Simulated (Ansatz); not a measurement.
Input of an Ansatz 0.2.0 run:

Contents of input.yaml:

```yaml
crystal:
  lattice:
    - [2.8124553515, 0.0, 0.0]
    - [-1.4062276757, 2.4356577814, 0.0]
    - [0.0, 0.0, 4.86685]
  atoms:
    - { symbol: Al, position: [0.3333333333, 0.6666666667, 0.25] }
    - { symbol: Al, position: [0.6666666667, 0.3333333333, 0.75] }
hamiltonian:
  xc: pbesol
  pseudopotentials: { kind: paw }
kpoints:
  mp_grid: { grid: [11, 11, 6] }
scf:
  occupations: { method: fermi_dirac, width: 0.05 }
output:
  forces: true
  stress: true
  eigenvalues: true
relax:
  f_tol: 0.01
  max_steps: 40
  cell: { stress_tol: 0.05, p_target: 20.0 }
```

Potentials or basis: Ansatz PAW.

Command:

```sh
$ ansatz run input.yaml --threads 2 --pin off --max-ram 5632MiB --backend cpu --events-out ev --progress --plain --runs-dir out
```

Predict the space group after relaxing (to 0.05 Å).

P6_3/mmc (No. 194).

Predict the relaxed volume.

13.73 Å³/atom.

Estimate the relaxed cell.

a = 2.681 Å, b = 2.681 Å, c = 4.412 Å, α = 90.00°, β = 90.00°, γ = 120.00°.

Predict the band gap on the k mesh.

none (metal or under the smearing width).

Step by step:
```
step  energy change (eV)  largest force (eV/Å)  volume (Å³)
   1              0.0000                0.0000        33.34
   2              0.0803                0.0000        29.53
   3              0.2966                0.0000        27.14
   4              0.2506                0.0000        27.49
   5              0.2533                0.0000        27.47
   6              0.2540                0.0000        27.47
   7              0.2556                0.0000        27.46
   8              0.2556                0.0000        27.46
```

Caveat: the volume moved by over 15 % at a fixed basis, so the end points are rough; the plane-wave basis is chosen anew once the cell has moved, so the energies of steps on either side of that aren't comparable; the PAW data sets come from PBE, with cores solved anew for the run's functional, which leaves a small shift of forces and pressure.
